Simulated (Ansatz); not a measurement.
# AgCl: LAPW beside PAW

Does the method matter for AgCl? The same cell, functional and mesh are run with full-potential LAPW, frozen-core PAW and datasets made for this crystal.

Program: Ansatz 0.2.0. Level of theory: DFT PBEsol, scalar-relativistic. These are calculated values, not measurements.

## Step 1: The starting structure

Symmetry: Pm-3m, No. 221, cubic system. Conventional cell: a = 3.434 Å, b = 3.434 Å, c = 3.434 Å, α = 90.00°, β = 90.00°, γ = 90.00°. Ag (site symmetry m-3m) has 8 Cl at 2.97 Å as nearest neighbours. Around Cl (site symmetry m-3m) lie 8 Ag at 2.97 Å.

As a file:

```cif
data_structure
_symmetry_space_group_name_H-M 'P 1'
_symmetry_Int_Tables_number 1
_cell_length_a 3.4340
_cell_length_b 3.4340
_cell_length_c 3.4340
_cell_angle_alpha 90.000
_cell_angle_beta 90.000
_cell_angle_gamma 90.000
_cell_volume 40.49
loop_
_atom_site_label
_atom_site_type_symbol
_atom_site_fract_x
_atom_site_fract_y
_atom_site_fract_z
_atom_site_occupancy
Ag1 Ag 0.00000 0.00000 0.00000 1
Cl1 Cl 0.50000 0.50000 0.50000 1
```

The cell is one relaxed in the Materials Project, used as it stands.

Atoms are numbered in the order of the input: Ag1, Cl2.

## Step 2: Full-potential LAPW

Contents of input.yaml:

```yaml
crystal:
  lattice:
    - [3.433973, 0.0, 0.0]
    - [0.0, 3.433973, 0.0]
    - [0.0, 0.0, 3.433973]
  atoms:
    - { symbol: Ag, position: [0.0, 0.0, 0.0] }
    - { symbol: Cl, position: [0.5, 0.5, 0.5] }
kpoints:
  mp_grid: { grid: [9, 9, 9] }
  band_path:
    path:
      - [0.0, 0.0, 0.0]
      - [0.0, 0.5, 0.0]
      - [0.5, 0.5, 0.0]
      - [0.0, 0.0, 0.0]
      - [0.5, 0.5, 0.5]
      - [0.0, 0.5, 0.0]
      - [0.5, 0.5, 0.5]
      - [0.5, 0.5, 0.0]
    npoints: 14
scf:
  occupations: { method: fermi_dirac, width: 0.01 }
hamiltonian:
  xc: pbesol
  pseudopotentials: { kind: all_electron, lapw: { basis_error: 0.001 } }
output:
  forces: true
  stress: true
  eigenvalues: true
  populations: true
  dos: { projected: true, de: 0.2, e_range: [-14, 8] }
```

Run with:

```sh
> ansatz run input.yaml --threads 1 --pin off --max-ram 3072MiB --backend cpu --events-out ev --progress --plain --runs-dir out
```

## Step 3: Frozen-core PAW

Changes to input.yaml since step 2:

```diff
@@ -25,3 +25,3 @@
   xc: pbesol
-  pseudopotentials: { kind: all_electron, lapw: { basis_error: 0.001 } }
+  pseudopotentials: { kind: paw }
 output:
@@ -30,3 +30,9 @@
   eigenvalues: true
+  efg: { contact_densities: true }
   populations: true
+  bader: true
   dos: { projected: true, de: 0.2, e_range: [-14, 8] }
+  write_density: true
+  write_potential: true
+  elf: true
+  volumetric_format: npy
```

## Step 4: Datasets made for this crystal

Changes to input.yaml since step 3:

```diff
@@ -20,3 +20,3 @@
       - [0.5, 0.5, 0.0]
-    npoints: 14
+    npoints: 8
 scf:
@@ -25,3 +25,3 @@
   xc: pbesol
-  pseudopotentials: { kind: paw }
+  pseudopotentials: { kind: all_electron, datasets: crystal }
 output:
@@ -31,8 +31 @@
   efg: { contact_densities: true }
-  populations: true
-  bader: true
-  dos: { projected: true, de: 0.2, e_range: [-14, 8] }
-  write_density: true
-  write_potential: true
-  elf: true
-  volumetric_format: npy
```

(Steps that only read results are left out.)

Before running it: what results should come out? Wanted: pressure; gap; Bader charges; highest ELF.

**Answer**, as computed:

| quantity | value |
| --- | --- |
| pressure | LAPW -4.59, PAW -4.60, crystal datasets -4.59 GPa |
| gap (LAPW) | 0.41 eV, indirect from X to Γ |
| Bader charges (PAW) | Ag1 +0.56, Cl2 -0.56 e |
| highest ELF (PAW) | 0.87, 0.79 Å from Cl |

**Reading.** At this geometry the cell is under tension of 4.6 GPa, so it would shrink if let go. The gap is 0.41 eV, indirect from X to Γ. It is the Kohn-Sham gap of a semilocal functional, which mostly lies below the gap found in experiment. Cl 3p states make 58 % of the projected weight in the top eV of the valence band. The projection holds only the free atom's occupied shells (Ag 5s, Ag 4d, Cl 3p in this range). PAW lies less than 0.01 GPa from LAPW in pressure and less than 0.01 eV in the gap.
